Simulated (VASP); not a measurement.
Given:

```yaml
crystal:
  lattice:
    - [0.00000, 2.98501, 2.98501]
    - [2.98501, 0.00000, 2.98501]
    - [2.98501, 2.98501, 0.00000]
  atoms:
    - { symbol: Li, position: [0.00000, 0.00000, 0.00000] }
    - { symbol: I, position: [0.50000, 0.50000, 0.50000] }
```

Computed with SCAN meta-GGA, VASP's PBE PAW potentials (set 64) (plane waves; VASP). Settings: 520 eV cut-off, 9×9×9 Γ-centred mesh, tetrahedra with Blöchl corrections, potentials Li_sv I.

Unless said otherwise, spin-orbit coupling is left out, though it shifts the bands of the heavy elements here.

Task: Tabulate the total density of states (states/eV per cell) against energy (eV; zero at the valence-band maximum or, without a gap, the Fermi level).

Result: 
(E (eV), DOS (states/eV)): (-9.92, 0.00); (-9.44, 0.00); (-8.96, 0.00); (-8.48, 0.00); (-8.00, 0.00); (-7.52, 0.00); (-7.04, 0.00); (-6.68, 0.00); (-6.20, 0.00); (-5.72, 0.00); (-5.24, 0.00); (-4.76, 0.00); (-4.28, 0.00); (-3.80, 0.00); (-3.32, 0.00); (-2.84, 1.69); (-2.36, 1.00); (-1.88, 1.49); (-1.40, 1.58); (-0.92, 2.78); (-0.56, 2.86); (-0.08, 0.81); (0.40, 0.00); (0.88, 0.00); (1.36, 0.00); (1.84, 0.00); (2.32, 0.00); (2.80, 0.00); (3.28, 0.00); (3.76, 0.00); (4.24, 0.00); (4.72, 0.00); (5.20, 0.15); (5.56, 0.76); (6.04, 2.26); (6.52, 1.31); (7.00, 2.46); (7.48, 2.39); (7.96, 2.01); (8.44, 1.07)
Within 2 eV below the valence-band maximum the largest weight inside VASP's projection spheres is I p.

The compound is LiI in the rock salt structure. It was relaxed first.
